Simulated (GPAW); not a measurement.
The system is MnO2.

```xyz
3
Lattice="2.8566 0.0000 0.0000 -1.4283 2.4739 0.0000 0.0000 0.0000 4.6014" Properties=species:S:1:pos:R:3 pbc="T T T"
Mn    0.0000    0.0000    2.3007
O     0.0000    1.6492    3.2499
O     1.4283    0.8246    1.3515
```

Measurements of this composition are mostly on another form, of space group No. 136.

Base run:

```yaml
Program: GPAW 26.7.0
Functional: PBE
Potentials_or_basis: GPAW PAW data sets (gpaw-data 1.2.1)
Cutoff: 800 eV
Basis: pw
k_mesh: 7 × 7 × 4
Occupations: fermi-dirac, width 0.05 eV
Spin: collinear spin, ferromagnetic start
Starting_moments: "[4.0, 0.0, 0.0] μB"
```

Its results: band gap on the k mesh 0.83 eV, indirect (least direct gap 0.89 eV); pressure 8.1 GPa; net moment 3.00 μB per cell; site moments Mn +2.81; O +0.04 μB; largest force 0.467 eV/Å.

Problem. The run is repeated on the same cell with these changes: functional from PBE to LDA; potentials or basis from GPAW PAW data sets (gpaw-data 1.2.1) to the program's PAW data sets (release 1.2.1) made for this functional. What comes out?

Solution. Band gap on the k mesh 0.43 eV, indirect (least direct gap 0.46 eV); pressure -7.8 GPa; net moment 3.00 μB per cell; site moments Mn +2.78; O +0.04 μB; largest force 0.476 eV/Å.

Caveats: a cell with one magnetic atom can't hold antiferromagnetic order, which such compounds often take.
